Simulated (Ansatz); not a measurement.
# Cl (P6/mmm)

All numbers below come from DFT PBE, scalar-relativistic, plane waves, PAW (Ansatz).

Cutoff 420 eV; k points 9×9×6 on the computed 2-atom cell (Γ-centred); Gaussian smearing, width 0.02 eV; no spin polarisation.

The structure is relaxed at this level of theory with its symmetry kept, and needn't be the ground state of this composition.

```cif
data_structure
_symmetry_space_group_name_H-M 'P6/mmm'
_symmetry_Int_Tables_number 191
_cell_length_a 4.4701
_cell_length_b 4.4701
_cell_length_c 6.2470
_cell_angle_alpha 90.000
_cell_angle_beta 90.000
_cell_angle_gamma 120.000
_cell_volume 108.10
loop_
_atom_site_label
_atom_site_type_symbol
_atom_site_symmetry_multiplicity
_atom_site_Wyckoff_symbol
_atom_site_fract_x
_atom_site_fract_y
_atom_site_fract_z
_atom_site_occupancy
Cl1 Cl 2 e 0.00000 0.00000 0.83972 1
```

Energy over the standard state (uncorrected)?

-0.008 eV/atom.

Kohn–Sham band gap?

2.24 eV.

Orbital (Löwdin) character of the top 1 eV of the valence band?

Cl 3p 100 %.

Orbital (Löwdin) character of the lowest 1 eV of the conduction band?

Cl 3p 90 %.

Bader charge by site (e)?

Cl (2 in the cell) 0.00.

The cell holds layers, chains or molecules and no dispersion correction was added, so their binding is poorly described.

The cell was found from a structure generator's guess, not taken from experiment. Kohn–Sham gaps at this level usually fall short of measured ones. Löwdin shares on free-atom orbitals overweight diffuse shells in the empty bands.
